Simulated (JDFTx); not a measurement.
# GaSb (F-43m) in JDFTx: notebook

The runs below take GaSb through equation of state, with PBEsol.

Everything below comes from runs of JDFTx 1.7.0 (patched build). Logs are shortened: lines on timing, memory, paths and dates and some standing lists are left out, and cuts for length are marked. The log counts tension as positive stress, the text compression.

## (1) The structure

Symmetry: F-43m, No. 216, cubic system. Conventional cell: a = 6.118 Å, b = 6.118 Å, c = 6.118 Å, α = 90.00°, β = 90.00°, γ = 90.00°. Sb (site symmetry -43m) is surrounded by 4 Ga at 2.65 Å. Ga (site symmetry -43m) is surrounded by 4 Sb at 2.65 Å.

## (2) Equation of state, PBEsol, 26.91 Å³/atom (volume scaled by 0.94)

File GaSb.in:

```
lattice Face-Centered Cubic 11.3253324023
coords-type Lattice
ion Sb     0.7500000000     0.7500000000     0.7500000000 1
ion Ga     0.0000000000     0.0000000000     0.0000000000 1

ion-species pseudo/Sb.upf
ion-species pseudo/Ga.upf
elec-cutoff 40 320
elec-ex-corr gga-PBEsol
kpoint-folding 8 8 8
elec-smearing Fermi 0.0018374661
elec-n-bands 21
electronic-SCF nIterations 100 energyDiffThreshold 1e-09
electronic-minimize nIterations 30 energyDiffThreshold 1e-7
forces-output-coords Cartesian

dump-name run.$VAR
dump End Ecomponents EigStats BandEigs Kpoints Forces Stress ElecDensity Dtot KEdensity
```

Potentials or basis: PseudoDojo-SR-PBEsol-0.4.1-standard with smoothed tails.

The run is started by

```bash
$ jdftx -c 1 -i GaSb.in -o GaSb.out
```

Standard output:

```text
*************** JDFTx 1.7.0 (patched build) ***************

Input parsed successfully to the following command list (including defaults):
[... the input with its defaults ...]

---------- Setting up symmetries ----------

Found 48 point-group symmetries of the bravais lattice
Found 24 space-group symmetries with basis
Applied RMS atom displacement 0 bohrs to make symmetries exact.

---------- Initializing the Grid ----------
R =
[            0      5.66267      5.66267  ]
[      5.66267            0      5.66267  ]
[      5.66267      5.66267            0  ]
unit cell volume = 363.156
G =
[   -0.55479    0.55479    0.55479  ]
[    0.55479   -0.55479    0.55479  ]
[    0.55479    0.55479   -0.55479  ]
Minimum fftbox size, Smin = [  68  68  68  ]
Chosen fftbox size, S = [  70  70  70  ]

---------- Initializing tighter grid for wavefunction operations ----------
R =
[            0      5.66267      5.66267  ]
[      5.66267            0      5.66267  ]
[      5.66267      5.66267            0  ]
unit cell volume = 363.156
G =
[   -0.55479    0.55479    0.55479  ]
[    0.55479   -0.55479    0.55479  ]
[    0.55479    0.55479   -0.55479  ]
Minimum fftbox size, Smin = [  48  48  48  ]
Chosen fftbox size, S = [  48  48  48  ]

---------- Exchange Correlation functional ----------
Initalized PBEsol GGA exchange.
Initalized PBEsol GGA correlation.

---------- Setting up pseudopotentials ----------
Width of ionic core gaussian charges (only for fluid interactions / plotting) set to 0

Reading pseudopotential file 'pseudo/Sb.upf':
  'Sb' pseudopotential, 'PBESOL' functional
  Generated using ONCVPSP code by D. R. Hamann
  15 valence electrons, 3 orbitals, 6 projectors, 1001 radial grid points, with lMax = 2
    4D    l: 2   occupation: 10.0   eigenvalue: -1.229265
    5S    l: 0   occupation:  2.0   eigenvalue: -0.473197
    5P    l: 1   occupation:  3.0   eigenvalue: -0.178030
  Core radius for overlap checks: 2.05 bohrs.

Reading pseudopotential file 'pseudo/Ga.upf':
  'Ga' pseudopotential, 'PBESOL' functional
  Generated using ONCVPSP code by D. R. Hamann
  13 valence electrons, 3 orbitals, 6 projectors, 1001 radial grid points, with lMax = 2
    3D    l: 2   occupation: 10.0   eigenvalue: -0.704192
    4S    l: 0   occupation:  2.0   eigenvalue: -0.329374
    4P    l: 1   occupation:  1.0   eigenvalue: -0.094479
  Core radius for overlap checks: 1.84 bohrs.

Initialized 2 species with 2 total atoms.

Folded 1 k-points by 8x8x8 to 512 k-points.

---------- Setting up k-points, bands, fillings ----------
Adding inversion symmetry to k-mesh for non-inversion-symmetric unit cell.
Reduced to 29 k-points under symmetry.
Computing the number of bands and number of electrons
Calculating initial fillings.
nElectrons:  28.000000   nBands: 21   nStates: 29

----- Setting up reduced wavefunction bases (one per k-point) -----
average nbasis = 4387.041 , ideal nbasis = 4388.104

---------- Setting up ewald sum ----------
Optimum gaussian width for ewald sums = 2.571885 bohr.
Real space sum over 1331 unit cells with max indices [  5  5  5  ]
Reciprocal space sum over 2197 terms with max indices [  6  6  6  ]

---------- Allocating electronic variables ----------
Initializing wave functions:  linear combination of atomic orbitals
Note: number of bands (21) exceeds available atomic orbitals (18)
Sb pseudo-atom occupations:   s ( 2 )  p ( 3 )  d ( 10 )
Ga pseudo-atom occupations:   s ( 2 )  p ( 1 )  d ( 10 )
	FillingsUpdate:  mu: +0.345079841  nElectrons: 28.000000
LCAOMinimize: Iter:   0  F: -147.4584224484860897  |grad|_K:  4.194e-04  alpha:  1.000e+00
	FillingsUpdate:  mu: +0.344565800  nElectrons: 28.000000
LCAOMinimize: Iter:   1  F: -147.4590168951486362  |grad|_K:  2.940e-05  alpha:  5.264e-01  linmin: -6.425e-03  cgtest:  3.396e-02
	FillingsUpdate:  mu: +0.344714234  nElectrons: 28.000000
LCAOMinimize: Iter:   2  F: -147.4590218591911821  |grad|_K:  2.018e-06  alpha:  8.946e-01  linmin: -9.884e-03  cgtest:  8.799e-02
LCAOMinimize: Encountered beta<0, resetting CG.
	FillingsUpdate:  mu: +0.344706513  nElectrons: 28.000000
LCAOMinimize: Iter:   3  F: -147.4590218784237265  |grad|_K:  6.348e-07  alpha:  7.389e-01  linmin:  7.479e-06  cgtest: -1.149e-05
	FillingsUpdate:  mu: +0.344706240  nElectrons: 28.000000
LCAOMinimize: Iter:   4  F: -147.4590218801877768  |grad|_K:  3.515e-08  alpha:  6.848e-01  linmin:  3.307e-04  cgtest: -2.204e-03
LCAOMinimize: Converged (|Delta F|<1.000000e-06 for 2 iters).

-------- Electronic minimization -----------
Will mix electronic density at each iteration.
	FillingsUpdate:  mu: +0.344706240  nElectrons: 28.000000
	FillingsUpdate:  mu: +0.333799447  nElectrons: 28.000000
SCF: Cycle:  0   F: -147.497594786818411   dF: -3.857e-02   |Residual|: 4.584e-02   |deigs|: 1.534e-01
	FillingsUpdate:  mu: +0.336040410  nElectrons: 28.000000
SCF: Cycle:  1   F: -147.498367463567774   dF: -7.727e-04   |Residual|: 2.481e-02   |deigs|: 5.075e-03
	FillingsUpdate:  mu: +0.339527895  nElectrons: 28.000000
SCF: Cycle:  2   F: -147.498559539335986   dF: -1.921e-04   |Residual|: 4.510e-03   |deigs|: 3.138e-03
	FillingsUpdate:  mu: +0.340166103  nElectrons: 28.000000
SCF: Cycle:  3   F: -147.498570175380110   dF: -1.064e-05   |Residual|: 1.462e-03   |deigs|: 1.528e-03
	FillingsUpdate:  mu: +0.340465991  nElectrons: 28.000000
SCF: Cycle:  4   F: -147.498571630488442   dF: -1.455e-06   |Residual|: 7.068e-04   |deigs|: 3.651e-04
	FillingsUpdate:  mu: +0.340535222  nElectrons: 28.000000
SCF: Cycle:  5   F: -147.498571908596574   dF: -2.781e-07   |Residual|: 2.542e-04   |deigs|: 1.506e-04
	FillingsUpdate:  mu: +0.340576009  nElectrons: 28.000000
SCF: Cycle:  6   F: -147.498571997036407   dF: -8.844e-08   |Residual|: 5.187e-05   |deigs|: 2.190e-04
	FillingsUpdate:  mu: +0.340576909  nElectrons: 28.000000
SCF: Cycle:  7   F: -147.498572013042832   dF: -1.601e-08   |Residual|: 2.133e-05   |deigs|: 8.301e-05
	FillingsUpdate:  mu: +0.340575171  nElectrons: 28.000000
SCF: Cycle:  8   F: -147.498572020079791   dF: -7.037e-09   |Residual|: 8.450e-06   |deigs|: 2.771e-04
	FillingsUpdate:  mu: +0.340573987  nElectrons: 28.000000
SCF: Cycle:  9   F: -147.498572022460507   dF: -2.381e-09   |Residual|: 8.740e-06   |deigs|: 1.301e-04
	FillingsUpdate:  mu: +0.340574882  nElectrons: 28.000000
SCF: Cycle: 10   F: -147.498572023419712   dF: -9.592e-10   |Residual|: 2.107e-06   |deigs|: 7.395e-05
	FillingsUpdate:  mu: +0.340574803  nElectrons: 28.000000
SCF: Cycle: 11   F: -147.498572023731498   dF: -3.118e-10   |Residual|: 9.224e-07   |deigs|: 6.595e-05
SCF: Converged (|Delta E|<1.000000e-09 for 2 iters).

Setting wave functions to eigenvectors of Hamiltonian

# Stress tensor in Cartesian coordinates [Eh/a0^3]:
[  -0.00011783            0            0  ]
[            0  -0.00011783            0  ]
[            0            0  -0.00011783  ]

# Ionic positions in lattice coordinates:
ion Sb   0.750000000000000   0.750000000000000   0.750000000000000 1
ion Ga   0.000000000000000   0.000000000000000   0.000000000000000 1

# Forces in Cartesian coordinates:
force Sb  -0.000000000000000   0.000000000000000   0.000000000000000 1
force Ga  -0.000000000000000  -0.000000000000000   0.000000000000000 1

# Energy components:
   Eewald =      -93.5597565808040912
       EH =       49.2635584731474268
     Eloc =     -138.2313560675730457
      Enl =      -57.1143425861084424
      Exc =      -43.2404690585351617
 Exc_core =       19.6433501453790242
       KE =      115.7404469885884311
-------------------------------------
     Etot =     -147.4985686859058660
       TS =        0.0000033378256226
-------------------------------------
        F =     -147.4985720237314979

IonicMinimize: Iter:   0  F: -147.498572023731498  |grad|_K:       -nan
IonicMinimize: None of the convergence criteria satisfied after 0 iterations.

#--- Lowdin population analysis ---
# oxidation-state Sb +0.315
# oxidation-state Ga -0.277

Dumping 'run.eigStats' ...
	eMin: -0.728683 at state 20 ( [ +0.000000 +0.500000 +0.500000 ] spin 0 )
	HOMO: +0.332625 at state 0 ( [ +0.000000 +0.000000 +0.000000 ] spin 0 )
	mu  : +0.340575
	LUMO: +0.348181 at state 0 ( [ +0.000000 +0.000000 +0.000000 ] spin 0 )
	eMax: +0.797636 at state 19 ( [ +0.000000 +0.375000 -0.375000 ] spin 0 )
	HOMO-LUMO gap: +0.015556
	Optical gap  : +0.015556 at state 0 ( [ +0.000000 +0.000000 +0.000000 ] spin 0 )
Done!
```

It took 53 s on 1 thread of AMD EPYC 9R45 (Zen 5), shared host; peak memory 0.2 GiB.

What came out:

* Free energy: -4013.6406 eV
* Pressure: 3.5 GPa
* Band gap on the k mesh: 0.42 eV, direct
* Loewdin charges: Sb +0.32; Ga -0.28 e

Caveat: spin-orbit coupling is left out, which moves the levels of the heavy elements.

## (3) Equation of state, PBEsol, 27.48 Å³/atom (volume scaled by 0.96)

Changes to GaSb.in since step 2:

```diff
@@ -1,2 +1,2 @@
-lattice Face-Centered Cubic 11.3253324023
+lattice Face-Centered Cubic 11.4050908921
 coords-type Lattice
```

Potentials or basis: PseudoDojo-SR-PBEsol-0.4.1-standard with smoothed tails.

The run is started by

```bash
$ jdftx -c 1 -i GaSb.in -o GaSb.out
```

It took 55 s on 1 thread of AMD EPYC 9R45 (Zen 5), shared host; peak memory 0.2 GiB.

Results (log left out):

```yaml
Free_energy: -4013.6610 eV
Pressure: 2.1 GPa
Band_gap_on_the_k_mesh: 0.27 eV, direct
Loewdin_charges: Sb +0.31; Ga -0.27 e
```

Caveat: spin-orbit coupling is left out, which moves the levels of the heavy elements.

## (4) Equation of state, PBEsol, 28.05 Å³/atom (volume scaled by 0.98)

Changes to GaSb.in since step 3:

```diff
@@ -1,2 +1,2 @@
-lattice Face-Centered Cubic 11.4050908921
+lattice Face-Centered Cubic 11.4837491770
 coords-type Lattice
```

The run is started by

```bash
$ jdftx -c 1 -i GaSb.in -o GaSb.out
```

It took 56 s on 1 thread of AMD EPYC 9R45 (Zen 5), shared host; peak memory 0.2 GiB.

Results (log left out):

- Free energy: -4013.6721 eV
- Pressure: 0.9 GPa
- Band gap on the k mesh: 0.12 eV, direct
- Loewdin charges: Sb +0.30; Ga -0.26 e

Caveat: spin-orbit coupling is left out, which moves the levels of the heavy elements.

## (5) Equation of state, PBEsol, 28.62 Å³/atom

Changes to GaSb.in since step 4:

```diff
@@ -1,2 +1,2 @@
-lattice Face-Centered Cubic 11.4837491770
+lattice Face-Centered Cubic 11.5613444305
 coords-type Lattice
```

The run is started by

```bash
$ jdftx -c 1 -i GaSb.in -o GaSb.out
```

Run time: 57 s. Hardware: 1 thread of AMD EPYC 9R45 (Zen 5), shared host; peak memory 0.2 GiB.

Results (log left out):

```
Free energy            : -4013.6752 eV
Pressure               : -0.2 GPa
Band gap on the k mesh : none (metal or under the smearing width)
Loewdin charges        : Sb +0.29; Ga -0.26 e
```

## (6) Equation of state, PBEsol, 29.20 Å³/atom (volume scaled by 1.02)

Changes to GaSb.in since step 5:

```diff
@@ -1,2 +1,2 @@
-lattice Face-Centered Cubic 11.5613444305
+lattice Face-Centered Cubic 11.6379118566
 coords-type Lattice
```

Potentials or basis: PseudoDojo-SR-PBEsol-0.4.1-standard with smoothed tails.

The run is started by

```bash
$ jdftx -c 1 -i GaSb.in -o GaSb.out
```

It took 56 s on 1 thread of AMD EPYC 9R45 (Zen 5), shared host; peak memory 0.21 GiB.

Results (log left out):

* Free energy: -4013.6712 eV
* Pressure: -1.1 GPa
* Band gap on the k mesh: none (metal or under the smearing width)
* Loewdin charges: Sb +0.29; Ga -0.25 e

## (7) Equation of state, PBEsol, 29.77 Å³/atom (volume scaled by 1.04)

Changes to GaSb.in since step 6:

```diff
@@ -1,2 +1,2 @@
-lattice Face-Centered Cubic 11.6379118566
+lattice Face-Centered Cubic 11.7134848306
 coords-type Lattice
```

The run is started by

```bash
$ jdftx -c 1 -i GaSb.in -o GaSb.out
```

It took 55 s on 1 thread of AMD EPYC 9R45 (Zen 5), shared host; peak memory 0.21 GiB.

The run converged. Its results:

```
Free energy            : -4013.6606 eV
Pressure               : -2.0 GPa
Band gap on the k mesh : none (metal or under the smearing width)
Loewdin charges        : Sb +0.28; Ga -0.25 e
```

## (8) Equation of state, PBEsol, 30.34 Å³/atom (volume scaled by 1.06)

Changes to GaSb.in since step 7:

```diff
@@ -1,2 +1,2 @@
-lattice Face-Centered Cubic 11.7134848306
+lattice Face-Centered Cubic 11.7880950258
 coords-type Lattice
```

The run is started by

```bash
$ jdftx -c 1 -i GaSb.in -o GaSb.out
```

Run time: 58 s. Hardware: 1 thread of AMD EPYC 9R45 (Zen 5), shared host; peak memory 0.21 GiB.

The run converged. Its results:

| Quantity | Value |
| --- | --- |
| Free energy | -4013.6442 eV |
| Pressure | -2.7 GPa |
| Band gap on the k mesh | none (metal or under the smearing width) |
| Loewdin charges | Sb +0.28; Ga -0.24 e |

## (9) Equation of state, PBEsol

Potentials or basis: PseudoDojo-SR-PBEsol-0.4.1-standard with smoothed tails.

This step only gathers the single runs of the series.

What came out:

- Equilibrium volume: 28.58 Å³/atom
- Bulk modulus: 51 GPa
- Pressure derivative of the bulk modulus: 4.6

Energy against volume, from the lowest point:
| volume (Å³/atom) | energy (meV/atom) |
| --- | --- |
| 26.907 | 17.32 |
| 27.480 | 7.15 |
| 28.052 | 1.56 |
| 28.625 | 0.00 |
| 29.197 | 2.03 |
| 29.770 | 7.32 |
| 30.342 | 15.53 |
